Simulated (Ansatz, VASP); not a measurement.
## Two plane-wave programs on Os

```
Os
1.0
     2.68863    0.00000    0.00000
     0.00000    3.80230    0.00000
     0.00000    0.00000   20.84911
Os
4
Direct
  0.50000 0.50000 0.19185
  0.00000 0.00000 0.25633
  0.50000 0.50000 0.32102
  0.00000 0.00000 0.37647
```

Alike in both runs: task single point; functional LDA; k mesh 10 × 7 × 1; occupations gaussian, width 0.1 eV; no spin polarisation.

|  | VASP | Ansatz |
| --- | --- | --- |
| version | VASP 6.6.1 | Ansatz 0.2.0 |
| potentials or method | VASP PAW LDA potentials, release 64 (Os) | scalar-relativistic, plane waves, PAW |
| plane-wave cutoff (eV) | 520 | 420 |
| valence electrons in the cell | 32 | 64 |

VASP gave:

```
gap on the k mesh at the Fermi level (eV)  : none
rms of the force components (eV/Å)         : 0.881
work function, face that differs most (eV) : 5.14
```

**Question.** Estimate Ansatz's values.

**Answer.** gap on the k mesh at the Fermi level (eV): none; rms of the force components (eV/Å): 0.886; work function, face that differs most (eV): 5.14.

Atom by atom the forces differ by 0.023 eV/Å (rms over components). A gap of «none» marks a metal or a gap that the smearing closes. The two sets of potentials don't hold the same shells in valence.

Spin-orbit coupling is left out, which matters for the levels of Os.
